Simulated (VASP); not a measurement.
A run of VASP 6.6.1 is set up as follows.

File INCAR:

```
SYSTEM = SiC
PREC = Accurate
ENCUT = 600
EDIFF = 1E-6
ISMEAR = -1
SIGMA = 0.05
LREAL = .False.
LASPH = .True.
NELM = 60
ALGO = Normal
ISIF = 3
LWAVE = .False.
LCHARG = .False.
GGA = RP
IVDW = 11
IBRION = 2
NSW = 60
EDIFFG = -0.02
```

File KPOINTS:

```
Automatic mesh
0
Gamma
  10 10 10
  0 0 0
```

File POSCAR:

```
SiC
1.0
    0.0000000000      2.1790000000      2.1790000000
    2.1790000000      0.0000000000      2.1790000000
    2.1790000000      2.1790000000      0.0000000000
Si C
1 1
Direct
    0.0000000000      0.0000000000      0.0000000000
    0.7500000000      0.7500000000      0.7500000000
```

Potentials or basis: VASP PAW PBE potentials, release 64 (Si, C).

Launch:

```bash
$ cat potpaw_PBE.64/Si/POTCAR potpaw_PBE.64/C/POTCAR > POTCAR
$ mpirun -np 1 vasp_std > vasp.out
```

(1) Predict the space group after relaxing (to 0.05 Å).

(2) What does it give for the band gap on the k mesh?

(3) Estimate the relaxed cell.

Results:

(1) F-43m (No. 216).

(2) 1.37 eV, indirect (least direct gap 4.53 eV).

(3) a = 3.089 Å, b = 3.089 Å, c = 3.089 Å, α = 60.00°, β = 60.00°, γ = 60.00°.
